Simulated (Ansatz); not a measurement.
# TiSe: the cost of one run

Program: Ansatz 0.2.0. Level of theory: DFT PBEsol, scalar-relativistic, plane waves, PAW. These are calculated values, not measurements.

1 further run of the same task is left out (set aside as unsound or not needed).

## Step 1: The starting structure

It takes space group P6_3/mmc (No. 194, hexagonal). Conventional cell: a = 3.358 Å, b = 3.358 Å, c = 6.755 Å, α = 90.00°, β = 90.00°, γ = 120.00°. Around Ti (site symmetry -3m) lie 6 Se at 2.57 Å. Se (site symmetry -6m2) is surrounded by 6 Ti at 2.57 Å.

As a file:

```cif
data_structure
_symmetry_space_group_name_H-M 'P 1'
_symmetry_Int_Tables_number 1
_cell_length_a 3.3577
_cell_length_b 3.3577
_cell_length_c 6.7550
_cell_angle_alpha 90.000
_cell_angle_beta 90.000
_cell_angle_gamma 120.000
_cell_volume 65.95
loop_
_atom_site_label
_atom_site_type_symbol
_atom_site_fract_x
_atom_site_fract_y
_atom_site_fract_z
_atom_site_occupancy
Ti1 Ti 0.00000 0.00000 0.00000 1
Ti2 Ti 0.00000 0.00000 0.50000 1
Se1 Se 0.33333 0.66667 0.25000 1
Se2 Se 0.66667 0.33333 0.75000 1
```

This cell was relaxed beforehand with the same method: volume 16.49 Å³/atom, gap on the mesh none (metal).

## Step 2: Target pressure -1 GPa

Contents of input.yaml:

```yaml
crystal:
  lattice:
    - [3.3683497282, 0.0, 0.0]
    - [-1.6841748641, 2.9170764335, 0.0]
    - [0.0, 0.0, 6.7764905329]
  atoms:
    - { symbol: Ti, position: [0.0, 0.0, 0.0] }
    - { symbol: Ti, position: [0.0, 0.0, 0.5] }
    - { symbol: Se, position: [0.3333333333, 0.6666666667, 0.25] }
    - { symbol: Se, position: [0.6666666667, 0.3333333333, 0.75] }
basis:
  ecutwfc: 420
kpoints:
  mp_grid: { grid: [12, 12, 8] }
hamiltonian:
  xc: pbesol
scf:
  occupations: { method: gaussian, width: 0.1 }
output:
  forces: true
  stress: true
  eigenvalues: true
relax:
  adjacent_minimum: "off"
  f_tol: 0.008
  max_steps: 50
  cell: { stress_tol: 0.08, p_target: -1.0 }
```

Started as:

```bash
ansatz run input.yaml --threads 1 --pin off --max-ram 2560MiB --backend cpu --events-out ev --progress --plain --runs-dir out
```

What time and memory should one allow on 1 thread of Arm Neoverse V1, shared host?

About 45 s, with a peak of 0.46 GiB.
